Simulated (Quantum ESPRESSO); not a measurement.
# Al (Fm-3m) in Quantum ESPRESSO: settings compared, part 2 of 2

Quantum ESPRESSO 7.5.

## 3. Phonons, WC

Contents of pw.in:

```
&CONTROL
  calculation = 'scf'
  prefix = 'pwscf'
  outdir = './tmp'
  pseudo_dir = './pseudo'
  tprnfor = .true.
  tstress = .true.
  disk_io = 'low'
/
&SYSTEM
  ibrav = 0
  nat = 1
  ntyp = 1
  ecutwfc = 45
  ecutrho = 360
  nbnd = 6
  input_dft = 'wc'
  occupations = 'smearing'
  smearing = 'mv'
  degauss = 0.01469973
/
&ELECTRONS
  conv_thr = 2d-10
  electron_maxstep = 120
  mixing_beta = 0.5
/
ATOMIC_SPECIES
Al    26.9815 al_pbe_v1.uspp.F.UPF
CELL_PARAMETERS angstrom
   0.0000000000    2.0248050000    2.0248050000
   2.0248050000    0.0000000000    2.0248050000
   2.0248050000    2.0248050000    0.0000000000
ATOMIC_POSITIONS crystal
Al     0.0000000000    0.0000000000    0.0000000000
K_POINTS automatic
11 11 11 0 0 0
```

Contents of relax.in:

```
&CONTROL
  calculation = 'vc-relax'
  prefix = 'pwscf'
  outdir = './tmp'
  pseudo_dir = './pseudo'
  tprnfor = .true.
  tstress = .true.
  disk_io = 'low'
  nstep = 40
  forc_conv_thr = 0.0001
  etot_conv_thr = 1d-06
/
&SYSTEM
  ibrav = 0
  nat = 1
  ntyp = 1
  ecutwfc = 45
  ecutrho = 360
  nbnd = 6
  input_dft = 'wc'
  occupations = 'smearing'
  smearing = 'mv'
  degauss = 0.01469973
/
&ELECTRONS
  conv_thr = 2d-10
  electron_maxstep = 120
  mixing_beta = 0.5
/
&IONS
  ion_dynamics = 'bfgs'
/
&CELL
  cell_dynamics = 'bfgs'
  press = 0
  press_conv_thr = 0.2
/
ATOMIC_SPECIES
Al    26.9815 al_pbe_v1.uspp.F.UPF
CELL_PARAMETERS angstrom
   0.0000000000    2.0248050000    2.0248050000
   2.0248050000    0.0000000000    2.0248050000
   2.0248050000    2.0248050000    0.0000000000
ATOMIC_POSITIONS crystal
Al     0.0000000000    0.0000000000    0.0000000000
K_POINTS automatic
11 11 11 0 0 0
```

Contents of scf2.in:

```
&CONTROL
  calculation = 'scf'
  prefix = 'pwscf'
  outdir = './tmp'
  pseudo_dir = './pseudo'
  tprnfor = .true.
  tstress = .true.
  disk_io = 'low'
/
&SYSTEM
  ibrav = 0
  nat = 1
  ntyp = 1
  ecutwfc = 45
  ecutrho = 360
  nbnd = 6
  input_dft = 'wc'
  occupations = 'smearing'
  smearing = 'mv'
  degauss = 0.01469973
/
&ELECTRONS
  conv_thr = 1d-13
  electron_maxstep = 120
  mixing_beta = 0.5
  startingpot = 'file'
  startingwfc = 'file'
/
ATOMIC_SPECIES
Al    26.9815 al_pbe_v1.uspp.F.UPF
CELL_PARAMETERS angstrom
   0.0000000000    2.0107914226    2.0107914226
   2.0107914226    0.0000000000    2.0107914226
   2.0107914226    2.0107914226    0.0000000000
ATOMIC_POSITIONS crystal
Al     0.0000000000    0.0000000000    0.0000000000
K_POINTS automatic
11 11 11 0 0 0
```

Contents of ph.in:

```
phonons of Al
&INPUTPH
  prefix = 'pwscf'
  outdir = './tmp'
  tr2_ph = 1d-18
  fildyn = 'dyn'
  niter_ph = 90
  alpha_mix(1) = 0.4
/
0.1767766953 0.7071067812 0.1767766953
```

Potentials or basis: GBRV 1.5 PBE.

Started as:

```sh
> OMP_NUM_THREADS=1 pw.x -in pw.in > pw.out
> OMP_NUM_THREADS=1 pw.x -in relax.in > relax.out
> OMP_NUM_THREADS=1 pw.x -in scf2.in > scf2.out
> OMP_NUM_THREADS=1 ph.x -in ph.in > ph.out
```

pw.out:

```text
This program is part of the open-source Quantum ESPRESSO suite
     for quantum simulation of materials; please cite
         "P. Giannozzi et al., J. Phys.:Condens. Matter 21 395502 (2009);
         "P. Giannozzi et al., J. Phys.:Condens. Matter 29 465901 (2017);
         "P. Giannozzi et al., J. Chem. Phys. 152 154105 (2020);
     in publications or presentations arising from this work. More details at

     IMPORTANT: XC functional enforced from input :
     Exchange-correlation= WC
                           (   1   4  11   4   0   0   0)
     Any further DFT definition will be discarded
     Please, verify this is what you really want

     Message from routine setup:
     using ibrav=0 with symmetry is DISCOURAGED, use correct ibrav instead

     G-vector sticks info
     --------------------
     sticks:   dense  smooth     PW     G-vecs:    dense   smooth      PW
     Sum         733     367    121                12939     4621     893

     Using Slab Decomposition

     bravais-lattice index     =            0
     lattice parameter (alat)  =       5.4112  a.u.
[... 161 lines left out ...]

     End of self-consistent calculation

          k = 0.0000 0.0000 0.0000 (   537 PWs)   bands (ev):

    -3.3603  20.3456  20.3456  21.5457  21.5457  21.5457

          k = 0.0643 0.0643-0.0643 (   555 PWs)   bands (ev):
[... 215 lines left out ...]
          k = 0.0000-0.3857 0.6428 (   578 PWs)   bands (ev):

     6.3881   6.6438   8.0309   9.8779  21.5434  24.2579

     the Fermi energy is     7.7799 ev

!    total energy              =      -6.67630727 Ry
     estimated scf accuracy    <          2.0E-11 Ry
     smearing contrib. (-TS)   =       0.00002775 Ry
     internal energy E=F+TS    =      -6.67633501 Ry

     The total energy is F=E-TS. E is the sum of the following terms:
     one-electron contribution =       2.96655979 Ry
     hartree contribution      =       0.00825166 Ry
     xc contribution           =      -4.25906162 Ry
     ewald contribution        =      -5.39208485 Ry

     convergence has been achieved in   6 iterations

     Forces acting on atoms (cartesian axes, Ry/au):

     atom    1 type  1   force =     0.00000000    0.00000000    0.00000000

     Total force =     0.000000     Total SCF correction =     0.000000

     Computing stress (Cartesian axis) and pressure

          total   stress  (Ry/bohr**3)                   (kbar)     P=      -16.15
  -0.00010980  -0.00000000  -0.00000000          -16.15       -0.00       -0.00
  -0.00000000  -0.00010980   0.00000000           -0.00      -16.15        0.00
  -0.00000000   0.00000000  -0.00010980           -0.00        0.00      -16.15

=------------------------------------------------------------------------------=
   JOB DONE.
=------------------------------------------------------------------------------=
```

scf2.out:

```text
This program is part of the open-source Quantum ESPRESSO suite
     for quantum simulation of materials; please cite
         "P. Giannozzi et al., J. Phys.:Condens. Matter 21 395502 (2009);
         "P. Giannozzi et al., J. Phys.:Condens. Matter 29 465901 (2017);
         "P. Giannozzi et al., J. Chem. Phys. 152 154105 (2020);
[... 397 lines left out ...]
  -0.00000000   0.00000004  -0.00000000           -0.00        0.01       -0.00
  -0.00000000   0.00000000   0.00000004           -0.00        0.00        0.01

=------------------------------------------------------------------------------=
   JOB DONE.
=------------------------------------------------------------------------------=
```

It took 80 s on 1 thread of Arm Neoverse V1, shared host; peak memory 0.09 GiB.

Results:

```
Free energy                                 : -90.8375 eV
Relaxed volume                              : 16.26 Å³/atom
Relaxed cell                                : a = 2.844 Å, b = 2.844 Å, c = 2.844 Å, α = 60.00°, β = 60.00°, γ = 60.00°
Space group after relaxing (to 0.05 Å)      : Fm-3m (No. 225)
Pressure after relaxing                     : 0.0 GPa
Band gap on the k mesh                      : none (metal or under the smearing width)
Highest phonon frequency at the q point run : 288 cm⁻¹
```

The path:
| step | energy change (eV) | largest force (eV/Å) | pressure (GPa) | volume (Å³) |
| --- | --- | --- | --- | --- |
| 1 | 0.0000 | 0.0000 | -1.62 | 16.60 |
| 2 | -0.0011 | 0.0000 | -0.99 | 16.47 |
| 3 | -0.0018 | 0.0000 | -0.01 | 16.26 |
| 4 | -0.0018 | 0.0000 | 0.00 | 16.26 |

Final structure:
```
Al
1.0
     0.00000    2.01079    2.01079
     2.01079    0.00000    2.01079
     2.01079    2.01079    0.00000
Al
1
Direct
  0.00000 0.00000 0.00000
```

Levels at points of the mesh, in eV from the Fermi level:
```
           k point  band 1  band 2  band 3  band 4
(0.00, 0.00, 0.00)  -11.28   12.68   12.68   14.03
```

Phonon frequencies in cm⁻¹ (negative: imaginary):
```
              q point  frequencies
(0.625, 0.250, 0.625)  178 262 288
```

Phonon modes at q = (0.625, 0.250, 0.625) in reciprocal lattice units:
```
mode  symmetry  cm⁻¹
   1       B_1   178
   2       A_1   262
   3       B_2   288
```

Caveat: the potentials were made for another functional, which shifts forces and pressure; the q point doesn't lie on the k mesh, which can shift a metal's frequencies strongly unless the mesh is converged.

## 4. Phonons, vdW-DF-cx

Changes to pw.in since step 3:

```diff
@@ -16,3 +16,3 @@
   nbnd = 6
-  input_dft = 'wc'
+  input_dft = 'vdw-df-cx'
   occupations = 'smearing'
```

Changes to relax.in since step 3:

```diff
@@ -19,3 +19,3 @@
   nbnd = 6
-  input_dft = 'wc'
+  input_dft = 'vdw-df-cx'
   occupations = 'smearing'
```

Changes to scf2.in since step 3:

```diff
@@ -16,3 +16,3 @@
   nbnd = 6
-  input_dft = 'wc'
+  input_dft = 'vdw-df-cx'
   occupations = 'smearing'
@@ -31,5 +31,5 @@
 CELL_PARAMETERS angstrom
-   0.0000000000    2.0107914226    2.0107914226
-   2.0107914226    0.0000000000    2.0107914226
-   2.0107914226    2.0107914226    0.0000000000
+   0.0000000000    2.0142010913    2.0142010913
+   2.0142010913    0.0000000000    2.0142010913
+   2.0142010913    2.0142010913    0.0000000000
 ATOMIC_POSITIONS crystal
```

ph.in is that of step 3.

Potentials or basis: GBRV 1.5 PBE.

Started as:

```sh
> OMP_NUM_THREADS=1 pw.x -in pw.in > pw.out
> OMP_NUM_THREADS=1 pw.x -in relax.in > relax.out
> OMP_NUM_THREADS=1 pw.x -in scf2.in > scf2.out
> OMP_NUM_THREADS=1 ph.x -in ph.in > ph.out
```

pw.out:

```text
This program is part of the open-source Quantum ESPRESSO suite
     for quantum simulation of materials; please cite
         "P. Giannozzi et al., J. Phys.:Condens. Matter 21 395502 (2009);
         "P. Giannozzi et al., J. Phys.:Condens. Matter 29 465901 (2017);
         "P. Giannozzi et al., J. Chem. Phys. 152 154105 (2020);
     in publications or presentations arising from this work. More details at

     IMPORTANT: XC functional enforced from input :
     Exchange-correlation= VDW-DF-CX
                           (   1   4  27   0   1   0   0)
     Any further DFT definition will be discarded
     Please, verify this is what you really want

     Message from routine setup:
     using ibrav=0 with symmetry is DISCOURAGED, use correct ibrav instead

     G-vector sticks info
     --------------------
     sticks:   dense  smooth     PW     G-vecs:    dense   smooth      PW
     Sum         733     367    121                12939     4621     893

     Using Slab Decomposition

     bravais-lattice index     =            0
     lattice parameter (alat)  =       5.4112  a.u.
     unit-cell volume          =     112.0408 (a.u.)^3
[... 201 lines left out ...]

     End of self-consistent calculation

          k = 0.0000 0.0000 0.0000 (   537 PWs)   bands (ev):

    -3.3235  20.3693  20.3693  21.6155  21.6155  21.6155

          k = 0.0643 0.0643-0.0643 (   555 PWs)   bands (ev):
[... 215 lines left out ...]
          k = 0.0000-0.3857 0.6428 (   578 PWs)   bands (ev):

     6.4172   6.6641   8.0820   9.9260  21.5862  24.3227

     the Fermi energy is     7.8160 ev

!    total energy              =      -6.70212059 Ry
     estimated scf accuracy    <          1.8E-12 Ry
     smearing contrib. (-TS)   =       0.00002510 Ry
     internal energy E=F+TS    =      -6.70214569 Ry

     The total energy is F=E-TS. E is the sum of the following terms:
     one-electron contribution =       2.96603626 Ry
     hartree contribution      =       0.00841473 Ry
     xc contribution           =      -4.28451183 Ry
     ewald contribution        =      -5.39208485 Ry

     convergence has been achieved in   7 iterations

     Forces acting on atoms (cartesian axes, Ry/au):

     atom    1 type  1   force =     0.00000000    0.00000000    0.00000000

     Total force =     0.000000     Total SCF correction =     0.000000

     Computing stress (Cartesian axis) and pressure

          total   stress  (Ry/bohr**3)                   (kbar)     P=      -12.08
  -0.00008214   0.00000000   0.00000000          -12.08        0.00        0.00
  -0.00000000  -0.00008214   0.00000000           -0.00      -12.08        0.00
   0.00000000   0.00000000  -0.00008214            0.00        0.00      -12.08

=------------------------------------------------------------------------------=
   JOB DONE.
=------------------------------------------------------------------------------=
```

relax.out:

```text
This program is part of the open-source Quantum ESPRESSO suite
     for quantum simulation of materials; please cite
         "P. Giannozzi et al., J. Phys.:Condens. Matter 21 395502 (2009);
         "P. Giannozzi et al., J. Phys.:Condens. Matter 29 465901 (2017);
         "P. Giannozzi et al., J. Chem. Phys. 152 154105 (2020);
[... 1876 lines left out ...]
  -0.00000000   0.00000004   0.00000000           -0.00        0.01        0.00
   0.00000000  -0.00000000   0.00000004            0.00       -0.00        0.01

=------------------------------------------------------------------------------=
   JOB DONE.
=------------------------------------------------------------------------------=
```

Run time: 5.6 min. Hardware: 1 thread of Arm Neoverse V1, shared host; peak memory 0.13 GiB.

What came out:

```
Free energy                                 : -91.1880 eV
Relaxed volume                              : 16.34 Å³/atom
Relaxed cell                                : a = 2.849 Å, b = 2.849 Å, c = 2.849 Å, α = 60.00°, β = 60.00°, γ = 60.00°
Space group after relaxing (to 0.05 Å)      : Fm-3m (No. 225)
Pressure after relaxing                     : 0.0 GPa
Band gap on the k mesh                      : none (metal or under the smearing width)
Highest phonon frequency at the q point run : 288 cm⁻¹
```

Step by step:
| step | energy change (eV) | largest force (eV/Å) | pressure (GPa) | volume (Å³) |
| --- | --- | --- | --- | --- |
| 1 | 0.0000 | 0.0000 | -1.21 | 16.60 |
| 2 | -0.0006 | 0.0000 | -0.75 | 16.50 |
| 3 | -0.0010 | 0.0000 | -0.02 | 16.35 |
| 4 | -0.0010 | 0.0000 | 0.00 | 16.34 |

Final structure:
```
CELL_PARAMETERS angstrom
0.00000 2.01420 2.01420
2.01420 0.00000 2.01420
2.01420 2.01420 0.00000
ATOMIC_POSITIONS crystal
Al 0.00000 0.00000 0.00000
```

Phonon frequencies in cm⁻¹ (negative: imaginary):
| q point | frequencies |
| --- | --- |
| (0.625, 0.250, 0.625) | 177 262 288 |

Phonon modes at q = (0.625, 0.250, 0.625) in reciprocal lattice units:
| mode | symmetry | cm⁻¹ |
| --- | --- | --- |
| 1 | B_1 | 177 |
| 2 | A_1 | 262 |
| 3 | B_2 | 288 |

Caveat: the potentials were made for another functional, which shifts forces and pressure; the q point doesn't lie on the k mesh, which can shift a metal's frequencies strongly unless the mesh is converged.

## 5. Summary

```tsv
level	gap on the mesh (eV)	pressure (GPa)
AM05	none	0.0
WC	none	0.0
vdW-DF-cx	none	0.0
```

Alike in all rows: task phonons; potentials or basis GBRV 1.5 PBE; no spin polarisation; cell relaxed; k mesh 11 × 11 × 11; cutoff (eV) 612; smearing cold 0.2 eV.

Caveats: the potentials were made for another functional, which shifts forces and pressure; the q point doesn't lie on the k mesh, which can shift a metal's frequencies strongly unless the mesh is converged.

Absolute energies hang on the potentials; compare differences alone.
